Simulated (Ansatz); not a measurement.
# 2H-MoTe2 bilayer (AA) in a perpendicular field

Wanted: the out-of-plane response of the 2H-MoTe2 bilayer (AA). A positive field points along +c.

Method: plane-wave DFT, PBE-D4, Ansatz PAW, in the first sound run; inputs show where later runs differ, in Ansatz 0.2.0.

Report form: the programs' logs are mostly left out.

### 1. The starting structure

The cell holds 6 atoms: 4 Te and 2 Mo. Cell: a = 3.550 Å, b = 3.550 Å, c = 52.648 Å, α = 90.0°, β = 90.0°, γ = 120.0°. Regions: layer 1: 2H-MoTe2, 3 atoms (2 Te and 1 Mo); layer 2: 2H-MoTe2, 3 atoms (2 Te and 1 Mo). Vacuum lies along c.

### 2. Relaxing the slab

The starting cell is a guess, so the in-plane lattice and the atoms are relaxed first, with the slab cut off from its images along the normal.

input.yaml

```yaml
crystal:
  lattice:
    - [3.55, 0.0, 0.0]
    - [-1.775, 3.0743901834, 0.0]
    - [0.0, 0.0, 52.6482052597]
  atoms:
    - { symbol: Te, position: [0.3333333333, 0.6666666667, 0.3969745958] }
    - { symbol: Mo, position: [0.0, 0.0, 0.432817248] }
    - { symbol: Te, position: [0.3333333333, 0.6666666667, 0.4686599003] }
    - { symbol: Te, position: [0.3333333333, 0.6666666667, 0.5313400997] }
    - { symbol: Mo, position: [0.0, 0.0, 0.567182752] }
    - { symbol: Te, position: [0.3333333333, 0.6666666667, 0.6030254042] }
  periodic: [true, true, false]
kpoints:
  mp_grid: { grid: [12, 12, 1] }
hamiltonian:
  xc: pbe
  dispersion: d4
scf:
  occupations: { method: fermi_dirac, width: 0.05 }
  convergence: { dr2_threshold: 1.0e-09 }
relax:
  f_tol: 0.004
  max_steps: 90
  cell: {}
output:
  write_potential: true
  write_density: true
  volumetric_format: npy
```

Command:

```console
$ ansatz run input.yaml --threads 4 --pin off --max-ram 6144MiB --backend cpu --events-out ev --progress --plain --runs-dir out
```

Run time: 83 s. Hardware: 4 threads of Intel Xeon Platinum 8488C (Sapphire Rapids), shared host; peak memory 1.4 GiB; 5.4 min of CPU time.

Step by step:

```tsv
step	energy less that of the first step (eV)	largest force component (eV/Å)	volume (Å³)
1	0.0000	1.7903	574.61
2	-0.2631	0.9020	568.27
3	-0.4148	0.1319	568.50
4	-0.4369	0.0913	563.18
5	-0.4399	0.0415	559.36
6	-0.4401	0.0174	558.66
7	-0.4401	0.0008	558.79
8*	-0.4393	0.0009	558.79
```

Relaxation steps marked * repeat the geometry before them on a plane-wave basis chosen anew for their cell, so energy and pressure can jump there.

The run keeps the 12 symmetry operations that it works with, so distortions that break them were not tested.

```tsv
cell as run	before	after	change
a (Å)	3.550	3.501	-1.4 %
b (Å)	3.550	3.501	-1.4 %
```

The atoms that moved most (Å, along periodic axes as changes of fractional coordinates times the final cell, across vacuum about the mean position):

```tsv
atom	dx	dy	dz	length
Te3	0.000	0.000	-0.357	0.357
Te4	0.000	0.000	0.357	0.357
Mo5	0.000	0.000	0.287	0.287
Mo2	0.000	0.000	-0.287	0.287
Te1	0.000	0.000	-0.215	0.215
Te6	0.000	0.000	0.215	0.215
```

The relaxed structure:

```xyz
6
Lattice="3.5008 0.0000 0.0000 -1.7504 3.0318 0.0000 0.0000 0.0000 52.6482" Properties=species:S:1:pos:R:3
Te    0.0000    2.0212   20.6851
Mo    0.0000    0.0000   22.5004
Te    0.0000    2.0212   24.3170
Te    0.0000    2.0212   28.3312
Mo    0.0000    0.0000   30.1478
Te    0.0000    2.0212   31.9632
```

The lattice constant a goes from 3.550 to 3.501 Å.

### 3. Single point, field 0

A sawtooth potential applies the field, turning back in the middle of the vacuum. With the dipole correction the typed value is the field outside the slab. The induced dipole is small, so the SCF threshold is tight.

The cell differs from the one that the last finished run ended in (c 52.648 → 29.278 Å).

input.yaml

```yaml
crystal:
  lattice:
    - [3.5008014324, 0.0, 0.0]
    - [-1.7504007162, 3.0317829741, 0.0]
    - [0.0, 0.0, 29.2780981932]
  atoms:
    - { symbol: Te, position: [0.3333333333, 0.6666666667, 0.3073970154] }
    - { symbol: Mo, position: [0.0, 0.0, 0.3694005693] }
    - { symbol: Te, position: [0.3333333333, 0.6666666667, 0.4314459457] }
    - { symbol: Te, position: [0.3333333333, 0.6666666667, 0.5685540543] }
    - { symbol: Mo, position: [0.0, 0.0, 0.6305994307] }
    - { symbol: Te, position: [0.3333333333, 0.6666666667, 0.6926029846] }
kpoints:
  mp_grid: { grid: [18, 18, 1] }
  band_path:
    path: [[0, 0, 0], [0.5, 0, 0], [0.33333333, 0.33333333, 0], [0, 0, 0]]
    npoints: 16
hamiltonian:
  xc: pbe
  dispersion: d4
scf:
  occupations: { method: fermi_dirac, width: 0.05 }
  convergence: { dr2_threshold: 1.0e-10 }
efield:
  axis: 3
  dipole_correction: true
  ramp_position: 0.97
  ramp_width: 0.06
  amplitude: 0
output:
  dos: { projected: true, e_range: [-6, 5] }
  bader: true
  write_potential: true
  write_density: true
  volumetric_format: npy
  elf: true
```

Run time: 29 s. Hardware: 4 threads; peak memory 1.2 GiB.

Numbers from this step:

* dipole along the normal: 3.33e-6 e·Å
* gap along the path: 1.043 eV
* smallest direct gap along the path: 1.163 eV
* ionisation energy, upper face: 4.808 eV
* electron affinity, upper face: 3.765 eV
* gap, the smaller of path and mesh: 1.043 eV

Running mean over a fixed 2.8 Å (it still follows the layers) of the planar mean; the ramp of the sawtooth is left out. Table of electron's electrostatic potential energy less the Fermi level by z:

z (Å), electron's electrostatic potential energy less the Fermi level (eV) and a bar from the least value:
```
        4       4.30 ##############################
        5       4.29 ##############################
        6       4.20 ##############################
        7       2.83 ###########################
        8       0.61 #####################
        9      -2.97 #############
       10      -7.25 ###
       11      -8.31 
       12      -6.23 #####
       13      -1.49 ################
       14       1.09 ######################
       15       1.27 #######################
       16      -0.58 ##################
       17      -4.89 ########
       18      -7.85 #
       19      -7.72 #
       20      -4.46 #########
       21      -0.27 ###################
       22       2.06 #########################
       23       4.09 #############################
       24       4.29 ##############################
       25       4.30 ##############################
       26       4.30 ##############################
```

The density of states has structure finer than the step of the table below, so its rows give means over 0.25 eV, whole bins alone (the curve runs from -6 to 2.52 eV). Peaks (eV: height): -5.090: 11.8, -3.790: 11.1, -2.060: 12.6, -1.180: 10.8, -0.820: 15.4, 1.030: 15.3, 1.250: 14.8.

Density of states against energy, zero at the Fermi level of the run, which the smearing sets inside the gap; means over each step:

energy (eV), density of states (states/eV a cell) and a bar:
```
    -5.75        2.0 ######
    -5.50        2.8 #########
    -5.25        5.6 ##################
    -5.00        7.6 ########################
    -4.75        4.2 ##############
    -4.50        1.6 #####
    -4.25        2.2 #######
    -4.00        6.7 #####################
    -3.75        6.8 ######################
    -3.50        4.6 ###############
    -3.25        6.0 ###################
    -3.00        5.4 #################
    -2.75        5.1 ################
    -2.50        5.2 #################
    -2.25        5.0 ################
    -2.00        8.4 ###########################
    -1.75        7.1 #######################
    -1.50        6.3 ####################
    -1.25        6.2 ####################
    -1.00        5.4 #################
    -0.75        7.0 ######################
    -0.50        0.5 ##
    -0.25        0.0 
     0.00        0.0 
     0.25        0.0 
     0.50        0.6 ##
     0.75        5.1 ################
     1.00        7.8 #########################
     1.25        9.4 ##############################
     1.50        7.4 #######################
     1.75        6.6 #####################
     2.00        4.5 ##############
     2.25        2.9 #########
```

Projected DOS per atom over height of the atomic layer and energy from the Fermi level. Layers: Te Mo Te Te Mo Te from below.

Values in states/eV, 22 rows by 6 columns, each cell a mean:
```
0.38 0.51 0.40 0.40 0.51 0.38
0.58 1.12 0.64 0.64 1.12 0.58
0.80 1.93 0.69 0.69 1.93 0.80
0.59 2.91 0.54 0.54 2.91 0.59
0.40 2.11 0.44 0.44 2.11 0.40
0.02 0.07 0.03 0.03 0.07 0.02
0.00 0.00 0.00 0.00 0.00 0.00
0.01 0.05 0.00 0.00 0.05 0.01
0.53 1.71 0.68 0.68 1.71 0.53
0.65 1.59 0.51 0.51 1.59 0.65
0.74 1.47 0.80 0.80 1.47 0.74
1.13 1.73 1.06 1.06 1.73 1.13
0.90 1.10 0.81 0.81 1.10 0.90
0.59 1.12 0.61 0.61 1.12 0.59
0.81 1.10 0.80 0.80 1.10 0.81
0.91 0.78 0.86 0.86 0.78 0.91
1.17 1.10 1.17 1.17 1.10 1.17
0.46 0.34 0.52 0.52 0.34 0.46
0.54 0.45 0.50 0.50 0.45 0.54
1.23 1.01 1.28 1.28 1.01 1.23
0.60 0.47 0.65 0.65 0.47 0.60
0.34 0.23 0.36 0.36 0.23 0.34
```
Columns: height of the atomic layer (Å) from 9 to 20.3 (not evenly spaced); rows upwards: energy from the Fermi level (eV) from -5.96 to 2.5.

The electronic bands at the labelled points (eV, zero at the Fermi level of the run, which the smearing sets inside the gap):

```tsv
point	band 43	band 44	band 45	band 46	band 47	band 48	band 49	band 50
Γ	-1.35	-1.35	-1.24	-0.83	2.64	2.64	2.70	2.70
halfway	-1.48	-1.47	-1.42	-1.24	0.81	1.09	1.63	1.67
M	-1.40	-1.19	-0.77	-0.72	0.97	0.98	1.19	1.33
halfway	-2.40	-2.03	-0.75	-0.67	0.90	0.96	1.48	1.63
K	-2.52	-2.14	-0.56	-0.51	0.65	0.67	1.15	1.39
halfway	-1.57	-1.22	-1.12	-1.01	0.61	0.87	1.30	1.39
Γ	-1.35	-1.35	-1.24	-0.83	2.64	2.64	2.70	2.70
```

Valence density in the ca plane at fractional y = 0.667, with atoms of Te within 0.2 Å of it. It is the smooth field of the valence electrons, not physical close to the nuclei.

Values in units of 1e0 e/Å³, 5 rows by 16 columns, each cell a mean:
```
0.0 0.0 0.0 0.0 0.0 0.0 0.1 0.2 0.3 0.4 0.2 0.1 0.0 0.0 0.1 0.2
0.0 0.0 0.0 0.0 0.0 0.0 0.2 0.4 0.3 0.3 0.4 0.3 0.1 0.1 0.3 0.4
0.0 0.0 0.0 0.0 0.0 0.1 1.2 5.4 0.4 0.3 3.5 3.3 0.2 0.2 3.3 3.5
0.0 0.0 0.0 0.0 0.0 0.1 2.0 9.3 0.5 0.3 6.0 5.6 0.2 0.2 5.6 6.0
0.0 0.0 0.0 0.0 0.0 0.0 0.4 1.0 0.3 0.3 0.8 0.7 0.1 0.1 0.7 0.8
```
Columns run along c (16.0 Å, from fractional 0.07 to 0.61 of the cell), rows up along a (3.5 Å). Atoms in or near the plane, at fractional coordinates: Te at (0.31, 0.33), Te at (0.43, 0.33), Te at (0.57, 0.33).

ELF in the ca plane at fractional y = 0.667, with atoms of Te within 0.2 Å of it. It is the smooth field of the valence electrons, not physical close to the nuclei.

Values, 5 rows by 16 columns, each cell a mean:
```
0.00 0.00 0.00 0.00 0.00 0.04 0.19 0.34 0.20 0.20 0.31 0.25 0.06 0.06 0.25 0.31
0.00 0.00 0.00 0.00 0.03 0.24 0.50 0.49 0.32 0.23 0.48 0.50 0.23 0.23 0.50 0.48
0.00 0.00 0.00 0.01 0.17 0.70 0.60 0.22 0.42 0.34 0.31 0.40 0.50 0.50 0.40 0.31
0.00 0.00 0.00 0.01 0.21 0.76 0.53 0.09 0.40 0.33 0.21 0.30 0.52 0.52 0.30 0.21
0.00 0.00 0.00 0.00 0.07 0.46 0.65 0.47 0.40 0.29 0.50 0.56 0.38 0.38 0.56 0.50
```
Columns run along c (16.0 Å, from fractional 0.07 to 0.61 of the cell), rows up along a (3.5 Å). Atoms in or near the plane, at fractional coordinates: Te at (0.31, 0.33), Te at (0.43, 0.33), Te at (0.57, 0.33).

Electrostatic potential energy in the ca plane at fractional y = 0.667, with atoms of Te within 0.2 Å of it. With pseudopotentials it is smooth inside the atoms' cores, unlike the true potential.

Ten even steps from '0' (-15 eV) to '9' (42 eV), each cell a mean:
```
44444444444444433333333211223333333333333333
44444444444444433333333211223333333333333333
44444444444444433332223222222222333333332223
44444444444444333210002232321000233333210001
44444444444444333105610233310462023333104620
44444444444444333039960233203996023333029970
44444444444444333028940233202895023333118950
44444444444444333201101233320110133333201100
44444444444444433321112222222111333333321112
```
Columns run along c (16.0 Å, from fractional 0.07 to 0.61 of the cell; values clipped at the 3rd and 97th percentile), rows up along a (3.5 Å). Atoms in or near the plane, at fractional coordinates: Te at (0.31, 0.33), Te at (0.43, 0.33), Te at (0.57, 0.33).

The gap is 1.04 eV, with the valence edge 4.81 eV and the conduction edge 3.76 eV under the upper vacuum level. Spin-orbit coupling, left out in this run, matters for the bands of elements this heavy.

### 4. Atoms held, field 0.03 V/Å

Changes to input.yaml since step 3:

```diff
@@ -28,6 +28,4 @@
   ramp_width: 0.06
-  amplitude: 0
+  amplitude: 0.03
 output:
-  dos: { projected: true, e_range: [-6, 5] }
-  bader: true
   write_potential: true
@@ -35,2 +33 @@
   volumetric_format: npy
-  elf: true
```

It took 20 s on 4 threads; peak memory 1.1 GiB.

The dipole is 0.0225 e·Å, and the gap 1.036 eV.

### 5. Atoms held, field -0.03 V/Å

Changes to input.yaml since step 4:

```diff
@@ -28,3 +28,3 @@
   ramp_width: 0.06
-  amplitude: 0.03
+  amplitude: -0.03
 output:
```

Wall time 22 s (4 threads); peak memory 1.1 GiB; 85 s of CPU time.

The dipole is -0.0225 e·Å, and the gap 1.036 eV.

### 6. Single point, field 0.15 V/Å

Changes to input.yaml since step 5:

```diff
@@ -28,3 +28,3 @@
   ramp_width: 0.06
-  amplitude: -0.03
+  amplitude: 0.15
 output:
```

Run time: 22 s. Hardware: 4 threads; peak memory 1.1 GiB; 86 s of CPU time.

The dipole is 0.112 e·Å, and the gap 0.949 eV.

### 7. Single point, field 0.25 V/Å

Changes to input.yaml since step 6:

```diff
@@ -28,3 +28,3 @@
   ramp_width: 0.06
-  amplitude: 0.15
+  amplitude: 0.25
 output:
```

Elapsed: 22 s, on 4 threads; peak memory 1.1 GiB.

The dipole is 0.187 e·Å, and the gap 0.852 eV.

### 8. Atoms held, field -0.25 V/Å

Changes to input.yaml since step 7:

```diff
@@ -28,4 +28,6 @@
   ramp_width: 0.06
-  amplitude: 0.25
+  amplitude: -0.25
 output:
+  dos: { projected: true, e_range: [-6, 5] }
+  bader: true
   write_potential: true
@@ -33 +35,2 @@
   volumetric_format: npy
+  elf: true
```

Run time: 32 s. Hardware: 4 threads; peak memory 1.1 GiB; 2.1 min of CPU time.

The dipole is -0.187 e·Å, and the gap 0.852 eV.

### 9. Response, atoms held

This step: plane-wave DFT, PBE-D4, Ansatz PAW; response to a field along the normal, atoms held (Ansatz 0.2.0).

The dipoles give the slope, and the difference of two potentials shows where the field is screened.

This step gave:

```yaml
equivalent_conductor_thickness_p_eps_0ae: 12.77 Å
distance_between_the_outer_atoms: 11.28 Å
```

Table of dipole of the cell by applied field:

```tsv
applied field (V/Å)	dipole of the cell (e·Å)
-0.250	-0.187
-0.030	-0.0225
0.000	3.3e-6
0.030	0.0225
0.150	0.112
0.250	0.187
```

Local field over the applied field, running mean. From the potentials at -0.03 and 0.03 V/Å; running mean over 2.5 Å. The local field over applied field by z:

```tsv
z (Å)	local field over applied field
4.5	0.996
5.0	0.990
5.5	0.973
6.0	0.933
6.5	0.849
7.0	0.709
7.5	0.541
8.0	0.369
8.5	0.212
9.0	0.101
9.5	0.0523
10.0	0.0365
10.5	0.0291
11.0	0.0285
11.5	0.0326
12.0	0.0395
12.5	0.0692
13.0	0.147
13.5	0.253
14.0	0.346
14.5	0.391
15.0	0.378
15.5	0.309
16.0	0.205
16.5	0.106
17.0	0.0508
17.5	0.0354
18.0	0.0309
18.5	0.0278
19.0	0.0318
19.5	0.0420
20.0	0.0675
20.5	0.142
21.0	0.278
21.5	0.445
22.0	0.617
22.5	0.777
23.0	0.893
23.5	0.955
24.0	0.982
24.5	0.993
25.0	0.998
```

Electrons, planar mean, per unit field. Table of induced electron density by z:

```tsv
z (Å)	induced electron density (e/Å³ per V/Å)
4.5	1.7e-5
5.0	4.7e-5
5.5	1.3e-4
6.0	3.3e-4
6.5	8.2e-4
7.0	0.00182
7.5	0.00314
8.0	0.00290
8.5	8.3e-4
9.0	6.6e-4
9.5	3.3e-4
10.0	-4.5e-4
10.5	-1.9e-4
11.0	2.6e-4
11.5	3.8e-4
12.0	-3.0e-4
12.5	-3.2e-4
13.0	-6.0e-4
13.5	-0.00204
14.0	-0.00240
14.5	-5.9e-4
15.0	0.00150
15.5	0.00267
16.0	0.00113
16.5	5.6e-4
17.0	2.4e-4
17.5	-2.6e-5
18.0	-3.8e-4
18.5	-6.1e-5
19.0	4.2e-4
19.5	3.9e-5
20.0	-3.6e-4
20.5	-8.1e-4
21.0	-0.00158
21.5	-0.00340
22.0	-0.00259
22.5	-0.00130
23.0	-5.5e-4
23.5	-2.2e-4
24.0	-8.3e-5
24.5	-3.0e-5
25.0	-1.0e-5
```

The smaller of the gaps on the path and on the k-mesh, counted as 0 under 0.03 eV. Gap against applied field:

```tsv
applied field (V/Å)	gap (eV)
-0.250	0.852
-0.030	1.04
0.000	1.04
0.030	1.04
0.150	0.949
0.250	0.852
```

By hand: between -0.03 and 0.03 V/Å the dipole changes by 0.04493 e·Å, a slope of 0.7489 e·Å²/V. A perfect conductor of thickness t has p = ε₀AEt, so t = 180.95 × 0.7489 / 10.614 = 12.77 Å (e/ε₀ = 180.95 V·Å, A in Å²).

The induced dipole is that of a conductor 12.77 Å thick.

### 10. With spin-orbit coupling, k-mesh 12×12×1

This step: plane-wave DFT, PBE, fully relativistic PAW with spin-orbit coupling (Ansatz 0.2.0).

Heavy atoms split their bands by spin-orbit coupling, so this run uses fully relativistic files and two-component states.

Changes to input.yaml since step 8:

```diff
@@ -13,12 +13,13 @@
 kpoints:
-  mp_grid: { grid: [18, 18, 1] }
-  band_path:
-    path: [[0, 0, 0], [0.5, 0, 0], [0.33333333, 0.33333333, 0], [0, 0, 0]]
-    npoints: 16
+  mp_grid: { grid: [12, 12, 1] }
+  band_path: { path: [[0, 0, 0], [0.12, 0, 0]], npoints: 24 }
 hamiltonian:
   xc: pbe
-  dispersion: d4
+  pseudopotentials: { kind: paw_fr }
+magnetization:
+  noncollinear: true
+  spin_orbit: true
 scf:
   occupations: { method: fermi_dirac, width: 0.05 }
-  convergence: { dr2_threshold: 1.0e-10 }
+  convergence: { dr2_threshold: 1.0e-09 }
 efield:
@@ -28,6 +29,4 @@
   ramp_width: 0.06
-  amplitude: -0.25
+  amplitude: 0
 output:
-  dos: { projected: true, e_range: [-6, 5] }
-  bader: true
   write_potential: true
@@ -35,2 +34 @@
   volumetric_format: npy
-  elf: true
```

Wall time 89 s (4 threads); peak memory 3.2 GiB; 5.8 min of CPU time.

This step gave:

- dipole along the normal: -1.44e-5 e·Å
- gap along the path: 2.560 eV
- smallest direct gap along the path: 2.572 eV
- gap, the smaller of path and mesh: 0.9686 eV

Electronic bands along the path, in eV, zero at the Fermi level of the run, which the smearing sets inside the gap:

```tsv
point	band 89	band 90	band 91	band 92	band 93	band 94	band 95	band 96
Γ	-1.21	-1.21	-0.84	-0.84	2.25	2.25	2.30	2.30
halfway	-1.17	-1.17	-0.83	-0.83	2.14	2.14	2.21	2.21
end	-1.14	-1.14	-0.84	-0.84	1.73	1.73	1.83	1.83
```

The gap is 0.97 eV. The band edges sampled here don't span that gap, so no ionisation energy or affinity is read off.

### 11. Spin splitting near the zone centre, field 0

This step: plane-wave DFT, PBE, fully relativistic PAW with spin-orbit coupling; spin splitting near the zone centre (Ansatz 0.2.0).

Levels that meet at the zone centre are followed outwards; a split that grows in proportion to k gives the Rashba parameter as ΔE/2k.

Numbers from this step:

- largest split over 2k that stays linear in k: 0 eV Å

[end of part 1 of 2]

[Logs are printed without paths, hosts, clocks, repeated set-up lines and the standing remarks that a program may print on its own settings, such as how far it seeks lower states.]

[Hosts, paths, dates, database ids (printed as entryN), source tags and the programs' standing remarks are cut or masked in the printed files.]

[Maps of the electrostatic potential energy from Ansatz leave out the sawtooth potential of an applied field or a dipole correction, so their vacuum need not be flat; planar profiles and work functions include it.]

[The density of states shown here was stored with 400 of the rows of the run's finer table, so its peaks can read low, often by over a quarter, or be missed, and its means over a window can be off by a tenth or more.]
